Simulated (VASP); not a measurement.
Wanted: the native input for a VASP 6.6.1 run.

```yaml
Task: relaxation of cell and atoms
Functional: PBEsol
Potentials_or_basis: VASP PAW PBE potentials, release 64 (B, N)
Cutoff: 600 eV
k_mesh: 12 × 12 × 12
Occupations: gaussian, width 0.02 eV
Spin: no spin polarisation
Further_INCAR_settings: ALGO = Normal; EDIFF = 1e-07; IBRION = 2; EDIFFG = -0.005; NSW = 90; ISIF = 3
```

The structure of BN lies in POSCAR:

```
BN
1.0
    0.0000000000      1.8130010000      1.8130010000
    1.8130010000      0.0000000000      1.8130010000
    1.8130010000      1.8130010000      0.0000000000
B N
1 1
Direct
    0.0000000000      0.0000000000      0.0000000000
    0.2500000000      0.2500000000      0.2500000000
```

The cell is a database's computed one.

One way to write it, as run:

INCAR

```
ALGO     = Normal         # electronic algorithm
EDIFF    = 1E-7           # SCF threshold, eV
EDIFFG   = -0.005         # ionic threshold
ENCUT    = 600            # plane-wave cutoff, eV
GGA      = PS             # functional
IBRION   = 2              # ionic algorithm
ISIF     = 3              # what is computed and relaxed
ISMEAR   = 0              # smearing method
LASPH    = True           # aspherical terms in the spheres
LCHARG   = False          # write CHGCAR
LREAL    = False          # projectors in reciprocal space
LWAVE    = False          # write WAVECAR
NELM     = 100            # most SCF steps
NSW      = 90             # ionic steps
PREC     = Accurate       # precision mode
SIGMA    = 0.02           # smearing width, eV
```

KPOINTS

```
k-points
0
Gamma
  12 12 12
```

Potentials or basis: VASP PAW PBE potentials, release 64 (B, N).

The run is started by

```sh
$ cat potpaw_PBE.64/B/POTCAR potpaw_PBE.64/N/POTCAR > POTCAR
$ mpirun -np 1 vasp_std > vasp.out
```

It gave:

The relaxed volume is 5.86 Å³/atom. The relaxed cell is a = 2.550 Å, b = 2.550 Å, c = 2.550 Å, α = 60.00°, β = 60.00°, γ = 60.00°, the space group after relaxing (to 0.05 Å) is F-43m (No. 216) and the energy gained by relaxing is 1.8 meV/atom. The ionic steps are 3. The pressure after relaxing is 0.0 GPa and the band gap on the k mesh is 4.28 eV, indirect (least direct gap 8.79 eV).

Caveat: the PAW data sets were made with another functional, which shifts forces and pressure a little.

Wall time 9 s on 1 thread of Intel(R) Xeon(R) 6975P-C (Granite Rapids), on a shared host, peak memory 0.12 GiB.
